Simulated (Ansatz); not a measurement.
Predict the output of the script below (Ansatz 0.2.0, Python API).

Script `run_soc.py`:
```python
"""What spin-orbit coupling does to the bands of ZrS2."""

import warnings

import ansatz as az

FUNCTIONAL = "pbesol"
ECUT = 530
MESH = (3, 3, 2)
SMEARING = "Fixed"
MIXING_BETA = 0.2


def main() -> None:
    warnings.simplefilter("ignore", az.DeckWarning)

    lattice = az.Lattice.of(
        (3.691383, 0.0, 0.0),
        (-1.845691, 3.196831, 0.0),
        (0.0, 0.0, 6.041077),
    )
    sites = [
        ("Zr", (0.0, 0.0, 0.0)),
        ("S", (2 / 3, 1 / 3, 0.76209)),
        ("S", (1 / 3, 2 / 3, 0.23791)),
    ]
    zrs2 = az.Crystal(lattice=lattice)
    for symbol, position in sites:
        zrs2 = zrs2.atom(symbol, position)

    model = zrs2.calculation()
    model = model.functional(FUNCTIONAL)
    model = model.basis(ECUT)
    model = model.kpoints(*MESH)
    model = model.occupations(SMEARING).mixing("msr1", beta=MIXING_BETA)
    model = model.band_table()
    for label, variant in (("scalar-relativistic", model), ("spin-orbit", model.spin(soc=True))):
        rep = variant.run(threads=1).report
        zero = rep["band_edges_ev"][0] if rep.get("band_edges_ev") else rep["fermi_energy_ev"]
        near = [round(e - zero, 3) for e in rep["eigenvalues_ev"][0] if abs(e - zero) < 2]
        print(label)
        print("  band edges (eV):", [round(e, 3) for e in rep.get("band_edges_ev") or []] or "none reported")
        print("  levels at k =", rep["kpoints_frac"][0], "within 2 eV of the zero:", near)


if __name__ == "__main__":
    main()
```

Running `python run_soc.py` prints:
```text
scalar-relativistic
  band edges (eV): [6.347, 7.504]
  levels at k = [0.0, 0.0, 0.0] within 2 eV of the zero: [-0.023, -0.023, 0.0, 1.516, 1.516]
spin-orbit
  band edges (eV): [6.376, 7.505]
  levels at k = [0.0, 0.0, 0.0] within 2 eV of the zero: [-0.125, -0.125, -0.008, -0.008, 0.0, 0.0, 1.484, 1.484, 1.491, 1.491]
```

Caveats:
- The settings weren't tested for convergence.
- The computed bands are complete only to about 4.9 eV above the Fermi level.
- The k-point mesh is coarse, and energy and stress weren't tested for convergence.
- This cell is a computed structure, which may not be the phase found in nature.
- Levels are Kohn-Sham eigenvalues on this mesh.
- With spin-orbit coupling each level holds one electron and, with inversion or at time-reversal points, comes in pairs; a window in energy can cut a split set.
- Wall time of the script: 2.7 s on 1 thread of Intel(R) Xeon(R) 6975P-C (Granite Rapids) (shared host), peak memory 0.55 GiB.

(Lines on the test bed's own set-up are left out of the output.)
